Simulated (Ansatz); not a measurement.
SiC in the zincblende structure, relaxed with r2SCAN in the PAW code Ansatz. It is cubic, F-43m (No. 216); a = 4.356 Å in the conventional setting, 10.33 Å³ an atom. Si is surrounded by 4 C at 1.89 Å; C is surrounded by 4 Si at 1.89 Å.

The axes x, y and z are those of this cell:
```
CELL_PARAMETERS angstrom
0.00000 2.17805 2.17805
2.17805 0.00000 2.17805
2.17805 2.17805 0.00000
ATOMIC_POSITIONS crystal
Si 0.00000 0.00000 0.00000
C 0.25000 0.25000 0.25000
```

Unstrained: PBE gives an indirect gap of 1.358 eV, from Γ to X; the least direct gap is 4.547 eV at X. r2SCAN gives an indirect gap of 1.713 eV, from Γ to X; the least direct gap is 5.048 eV at X. With HSE06 the valence top lies at Γ and the conduction bottom at X, 2.227 eV higher; the smallest vertical gap, at X, is 5.720 eV. Meshes: PBE 10×10×10, r2SCAN 10×10×10, HSE06 8×8×8. Strains are changes of length per length, and xy shears are angles. After each strain the atoms were relaxed again with r2SCAN within the symmetry that the strain leaves, so tilts or polar shifts that break it weren't tested; points keep the names that they have in the unstrained zone. (Simulation; spin polarisation is off.)

(1) Estimate what isotropic +2.34 % on every length does to the gap.

(2) Apply xy shear, engineering strain (angle) -5.91 %. How far does the gap move, against the unstrained cell?

(3) One strain changed the r2SCAN stress by xx +19.68, yy +19.68, zz +9.95 GPa (compression positive) and the gap by -0.238 eV (PBE), -0.228 eV (r2SCAN), -0.224 eV (HSE06). Which kind of strain was it, and roughly how large?

## Answers

(1) PBE: the gap goes from 1.358 to 1.417 eV (+0.059 eV). r2SCAN: the gap goes from 1.713 to 1.755 eV (+0.042 eV). HSE06: the gap goes from 2.227 to 2.264 eV (+0.037 eV). The r2SCAN energy rises by 33.6 meV an atom.

(2) PBE: the gap goes from 1.358 to 0.897 eV (-0.461 eV); with r2SCAN the top three valence levels at Γ, degenerate before, become 1+1+1 from the top over 579 meV. r2SCAN: the gap goes from 1.713 to 1.233 eV (-0.480 eV). HSE06: the gap goes from 2.227 to 1.764 eV (-0.463 eV). The r2SCAN energy rises by 29.5 meV an atom.

(3) Biaxial -3.16 % in x and y, z held. The pattern of the stress gives the kind; the size needs the stiffness, so it is an estimate.

The meshes of the hybrids are coarse, so their gaps aren't converged to the digits shown.

The splittings at Γ are without spin-orbit coupling, which regroups them where it is of like size or larger.
